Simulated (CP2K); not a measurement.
# SrO (Fm-3m) in CP2K: reference runs

Reference runs on SrO: the cell as given.

All numbers are computed with CP2K 2026.2; they aren't measurements. Logs are shortened: lines on timing, memory, paths and dates and some standing lists are left out, and cuts for length are marked.

### Step 1. Starting point

It takes space group Fm-3m (No. 225, cubic). The conventional cell has a = 5.133 Å, b = 5.133 Å, c = 5.133 Å, α = 90.00°, β = 90.00°, γ = 90.00°. Sr (site symmetry m-3m) has 6 O at 2.57 Å as nearest neighbours. O (site symmetry m-3m) has 6 Sr at 2.57 Å as nearest neighbours.

### Step 2. Single point, PBEsol

Input file sro_scf.inp:

```
&GLOBAL
  PROJECT sro_scf
  RUN_TYPE ENERGY_FORCE
  PRINT_LEVEL LOW
&END GLOBAL
&FORCE_EVAL
  METHOD QS
  STRESS_TENSOR ANALYTICAL
  &DFT
    BASIS_SET_FILE_NAME BASIS_MOLOPT_UZH
    POTENTIAL_FILE_NAME POTENTIAL_UZH
    &MGRID
      CUTOFF 600
      REL_CUTOFF 60
      NGRIDS 4
    &END MGRID
    &QS
      METHOD GPW
      EPS_DEFAULT 1.0E-10
    &END QS
    &KPOINTS
      SCHEME MONKHORST-PACK 9 9 9
      GAMMA_CENTERED T
      SYMMETRY T
      SYMMETRY_BACKEND SPGLIB
    &END KPOINTS
    &SCF
      SCF_GUESS ATOMIC
      EPS_SCF 1.0E-6
      MAX_SCF 100
      ADDED_MOS 10
      CHOLESKY OFF
      EPS_EIGVAL 1.0E-7
      &DIAGONALIZATION ON
        ALGORITHM STANDARD
      &END DIAGONALIZATION
      &MIXING ON
        METHOD BROYDEN_MIXING
        ALPHA 0.4
        BETA 1.5
        NBUFFER 8
      &END MIXING
      &SMEAR ON
        METHOD FERMI_DIRAC
        ELECTRONIC_TEMPERATURE 580.23
      &END SMEAR
    &END SCF
    &XC
      &XC_FUNCTIONAL
        &GGA_X_PBE_SOL
        &END GGA_X_PBE_SOL
        &GGA_C_PBE_SOL
        &END GGA_C_PBE_SOL
      &END XC_FUNCTIONAL
    &END XC
    &PRINT
      &KPOINTS ON
      &END KPOINTS
      &MULLIKEN ON
      &END MULLIKEN
      &MO ON
        ENERGIES T
        OCCUPATION_NUMBERS T
        &EACH
          QS_SCF 0
        &END EACH
        ADD_LAST NUMERIC
      &END MO
      &LOWDIN ON
      &END LOWDIN
      &HIRSHFELD ON
        SHAPE_FUNCTION DENSITY
      &END HIRSHFELD
    &END PRINT
  &END DFT
  &SUBSYS
    &CELL
      A 3.6292962651 0.0000000000 0.0000000000
      B 1.8146481326 3.1430627635 0.0000000000
      C 1.8146481326 1.0476875878 2.9633079916
      PERIODIC XYZ
    &END CELL
    &COORD
      Sr  3.6292962651 2.0953751757 1.4816539958
      O   0.0000000000 0.0000000000 0.0000000000
    &END COORD
    &KIND Sr
      BASIS_SET TZVP-MOLOPT-PBE-GTH-q10
      POTENTIAL GTH-PBE-q10
    &END KIND
    &KIND O
      BASIS_SET TZVP-MOLOPT-PBE-GTH-q6
      POTENTIAL GTH-PBE-q6
    &END KIND
    &PRINT
      &ATOMIC_COORDINATES ON
      &END ATOMIC_COORDINATES
      &CELL ON
      &END CELL
    &END PRINT
  &END SUBSYS
  &PRINT
    &FORCES ON
    &END FORCES
    &STRESS_TENSOR ON
    &END STRESS_TENSOR
  &END PRINT
&END FORCE_EVAL
```

Potentials or basis: POTENTIAL_UZH Sr GTH-PBE-q10, O GTH-PBE-q6; TZVP-MOLOPT-PBE-GTH basis.

Started as:

```
$ OMP_NUM_THREADS=1 cp2k.psmp -i sro_scf.inp -o sro_scf.out
```

sro_scf.out:

```text

 CP2K| version string:                                       CP2K version 2026.2
 CP2K| Input file name                                               sro_scf.inp

 GLOBAL| Force Environment number                                              1
 GLOBAL| Basis set file name                                    BASIS_MOLOPT_UZH
 GLOBAL| Potential file name                                       POTENTIAL_UZH
 GLOBAL| MM Potential file name                                     MM_POTENTIAL
 GLOBAL| Coordinate file name                                      __STD_INPUT__
 GLOBAL| Method name                                                        CP2K
 GLOBAL| Project name                                                    sro_scf
 GLOBAL| Run type                                                   ENERGY_FORCE
 GLOBAL| FFT library                                                       FFTW3
[... 6 lines left out ...]
 GLOBAL| Total number of message passing processes                             1
 GLOBAL| Number of threads for this process                                    1
 GLOBAL| CPU model name                                 Intel(R) Xeon(R) 6975P-C

 CELL| Volume [angstrom^3]:                                            33.802768
 CELL| Vector a [angstrom]:       3.629     0.000     0.000   |a| =     3.629296
 CELL| Vector b [angstrom]:       1.815     3.143     0.000   |b| =     3.629296
 CELL| Vector c [angstrom]:       1.815     1.048     2.963   |c| =     3.629296
 CELL| Angle (b,c), alpha [degree]:                                    60.000000
 CELL| Angle (a,c), beta  [degree]:                                    60.000000
 CELL| Angle (a,b), gamma [degree]:                                    60.000000
 CELL| Numerically orthorhombic:                                              NO
 CELL| Periodicity                                                           XYZ

 CELL_REF| Volume [angstrom^3]:                                        33.802768
 CELL_REF| Vector a [angstrom     3.629     0.000     0.000   |a| =     3.629296
 CELL_REF| Vector b [angstrom     1.815     3.143     0.000   |b| =     3.629296
 CELL_REF| Vector c [angstrom     1.815     1.048     2.963   |c| =     3.629296
 CELL_REF| Angle (b,c), alpha [degree]:                                60.000000
 CELL_REF| Angle (a,c), beta  [degree]:                                60.000000
 CELL_REF| Angle (a,b), gamma [degree]:                                60.000000
 CELL_REF| Numerically orthorhombic:                                          NO
 CELL_REF| Periodicity                                                       XYZ
[... 9 lines left out ...]
 TOTAL NUMBERS AND MAXIMUM NUMBERS

  Total number of            - Atomic kinds:                                   2
                             - Atoms:                                          2
                             - Shell sets:                                     2
                             - Shells:                                        14
                             - Primitive Cartesian functions:                 11
                             - Cartesian basis functions:                     34
                             - Spherical basis functions:                     32

  Maximum angular momentum of- Orbital basis functions:                        2
                             - Local part of the GTH pseudopotential:          2
                             - Non-local part of the GTH pseudopotential:      3

 MODULE QUICKSTEP: ATOMIC COORDINATES IN ANGSTROM

   Atom Kind Element         X             Y             Z       Z(eff)     Mass
      1    1 Sr   38      3.629296      2.095375      1.481654  10.0000  87.6200
      2    2 O     8      0.000000      0.000000      0.000000   6.0000  15.9994

 SCF PARAMETERS         Density guess:                                    ATOMIC
                        --------------------------------------------------------
                        max_scf:                                             100
[... 7 lines left out ...]
                        --------------------------------------------------------
                        level_shift [a.u.]:                             0.000000
                        added MOs                                        10    0
                        --------------------------------------------------------
                        Mixing method:                            BROYDEN_MIXING
                                                charge density mixing in g-space
                        --------------------------------------------------------
                        Smear method:                                FERMI_DIRAC
                        Electronic temperature [K]:                        580.2
                        Electronic temperature [a.u.]:                  1.84E-03
                        Accuracy threshold:                             1.00E-10
[... 15 lines left out ...]
 BRILLOUIN| Number           Weight            X              Y              Z
 BRILLOUIN|     1           0.01097       -0.44444       -0.44444       -0.44444
 BRILLOUIN|     2           0.03292       -0.44444       -0.44444       -0.33333
 BRILLOUIN|     3           0.03292       -0.44444       -0.44444       -0.22222
 BRILLOUIN|     4           0.03292       -0.44444       -0.44444       -0.11111
 BRILLOUIN|     5           0.00823       -0.44444       -0.44444        0.00000
 BRILLOUIN|     6           0.01646       -0.44444       -0.44444        0.11111
[... 27 lines left out ...]
 BRILLOUIN|    34           0.00823       -0.11111       -0.11111        0.00000
 BRILLOUIN|    35           0.00137        0.00000        0.00000        0.00000
 *******************************************************************************

 Extrapolation method: initial_guess

 Number of electrons:                                                         16
 Number of occupied orbitals:                                                  8
 Number of molecular orbitals:                                                18

 Number of orbital functions:                                                 32
 Number of independent orbital functions:                                     32

 SCF WAVEFUNCTION OPTIMIZATION

  Step     Update method      Time    Convergence         Total energy    Change
  ------------------------------------------------------------------------------
     1 NoMix/Diag. 0.40E+00    2.0     1.05143015       -46.9972451017 -4.70E+01
     2 Broy./Diag. 0.40E+00    2.2     0.10343147       -45.2607385227  1.74E+00
     3 Broy./Diag. 0.40E+00    2.1     0.07125626       -46.5086607899 -1.25E+00
     4 Broy./Diag. 0.40E+00    2.1     0.02559176       -46.7079582067 -1.99E-01
     5 Broy./Diag. 0.40E+00    2.1     0.02059412       -46.5695451827  1.38E-01
     6 Broy./Diag. 0.40E+00    2.1     0.01507861       -46.7495438902 -1.80E-01
     7 Broy./Diag. 0.40E+00    2.1     0.00178030       -46.6945534643  5.50E-02
     8 Broy./Diag. 0.40E+00    2.1     0.00130535       -46.7138297557 -1.93E-02
     9 Broy./Diag. 0.40E+00    2.1     0.00018289       -46.7107564189  3.07E-03
    10 Broy./Diag. 0.40E+00    2.1     0.00029843       -46.7112142590 -4.58E-04
    11 Broy./Diag. 0.40E+00    2.3     0.00002254       -46.7107481417  4.66E-04
    12 Broy./Diag. 0.40E+00    2.1     0.00001823       -46.7107443448  3.80E-06
    13 Broy./Diag. 0.40E+00    2.1     0.00000159       -46.7107647106 -2.04E-05
    14 Broy./Diag. 0.40E+00    2.1     0.00000090       -46.7107702181 -5.51E-06

  *** SCF run converged in    14 steps ***

  Electronic density on regular grids:        -15.9999999989        0.0000000011
  Core density on regular grids:               15.9999999989       -0.0000000011
  Total charge density on r-space grids:       -0.0000000000
  Total charge density g-space grids:          -0.0000000000

  Overlap energy of the core charge distribution:               0.00000000000000
  Self energy of the core charge distribution:               -100.60035046061435
  Core Hamiltonian energy:                                     24.82443411476264
  Hartree energy:                                              36.91146570790134
  Exchange-correlation energy:                                 -7.84631958017084
  Electronic entropic energy:                                  -0.00000000000054
  Fermi energy:                                                 0.26327156896191

  Total energy:                                               -46.71077021812176
  Total energy (extrapolated to T->0):                        -46.71077021812149

 MO| EIGENVALUES AND OCCUPATION NUMBERS FOR K POINT 1
 MO|
 MO|  Index      Eigenvalue [a.u.]        Eigenvalue [eV]             Occupation
 MO|      1              -0.951767             -25.898893               2.000000
 MO|      2              -0.384833             -10.471852               2.000000
 MO|      3              -0.286955              -7.808453               2.000000
 MO|      4              -0.286955              -7.808453               2.000000
 MO|      5              -0.242759              -6.605821               2.000000
 MO|      6               0.141861               3.860238               2.000000
[... 327 lines left out ...]
 MO|     17               0.883272              24.035052               0.000000
 MO|     18               1.222211              33.258040               0.000000
 MO| Sum:                                                              16.000000
 MO| E(Fermi):            0.263272 a.u.          7.163984 eV

 [... the levels of further k-points ...]

 !-----------------------------------------------------------------------------!
                     Mulliken Population Analysis

 #  Atom  Element  Kind  Atomic population                           Net charge
       1     Sr       1          8.629892                              1.370108
       2     O        2          7.370108                             -1.370108
 # Total charge                             16.000000                  0.000000

 !-----------------------------------------------------------------------------!

 !-----------------------------------------------------------------------------!
                           Hirshfeld Charges

  #Atom  Element  Kind  Ref Charge     Population                    Net charge
      1       Sr     1      10.000          9.608                         0.392
      2       O      2       6.000          6.392                        -0.392

  Total Charge                                                            0.000
 !-----------------------------------------------------------------------------!

 LOWDIN POPULATION ANALYSIS

 #  Atom  Element  Kind  Atomic population                           Net charge
       1     Sr       1          9.118266                              0.881734
       2     O        2          6.881734                             -0.881734
 # Total charge                             16.000000                  0.000000

 ENERGY| Total FORCE_EVAL ( QS ) energy [hartree]            -46.710771093945510

 FORCES| Atomic forces [hartree/bohr]
 FORCES|   Atom     x               y               z               |f|
 FORCES|      1  1.25617064E-11 -1.23368136E-11  3.41676020E-13   1.76099455E-11
 FORCES|      2  4.27894339E-11 -2.40872609E-10  6.37507759E-12   2.44726768E-10
 FORCES| Sum     5.53511402E-11 -2.53209422E-10  6.71675361E-12
 FORCES| Total atomic force                                       2.59275674E-10

 STRESS| Analytical stress tensor [bar]
 STRESS|                        x                   y                   z
 STRESS|      x        1.21286044109E+04   5.89944698176E+00   4.15841117070E+00
 STRESS|      y        5.89944698176E+00   1.21218563722E+04   2.47384023570E+00
 STRESS|      z        4.15841117070E+00   2.47384023570E+00   1.21199786030E+04
 STRESS| 1/3 Trace                                             1.21234797954E+04
 STRESS| Determinant                                           1.78189310071E+12

 STRESS| Eigenvectors and eigenvalues of the analytical stress tensor [bar]
 STRESS|                        1                   2                   3
 STRESS| Eigenvalues   1.21182614961E+04   1.21184488845E+04   1.21337290056E+04
 STRESS|      x          -0.135098867192     -0.562939641932      0.815381662552
 STRESS|      y          -0.401617655251      0.783405280825      0.474319960540
 STRESS|      z           0.905787809078      0.263391582093      0.331923665032
```

Wall time 35 s (1 thread of Intel Xeon 6975P-C (Granite Rapids), shared host); peak memory 0.33 GiB.

What came out:

```yaml
Free_energy: -1271.0647 eV
Pressure: 1.2 GPa
Band_gap_on_the_k_mesh: 3.45 eV, indirect (least direct gap 3.53 eV)
Mulliken_charges: Sr +1.37; O -1.37 e
Hirshfeld_charges: Sr +0.39; O -0.39 e
```

Levels at points of the mesh, in eV from the valence-band top:
```tsv
k point	band 5	band 6	band 7	band 8	band 9	band 10	band 11	band 12
(0.00, 0.00, 0.00)	-13.80	0.00	0.00	0.00	3.81	6.39	6.39	6.39
```

Caveat: Mulliken charges move with the basis; the potentials were made for another functional, which shifts forces and pressure; an odd mesh through Γ misses points on the zone boundary, where band edges often lie; the basis of atomic orbitals isn't converged, which shifts pressures, moduli and gaps. A hybrid or GW would open this gap; PBEsol tends to underestimate it.
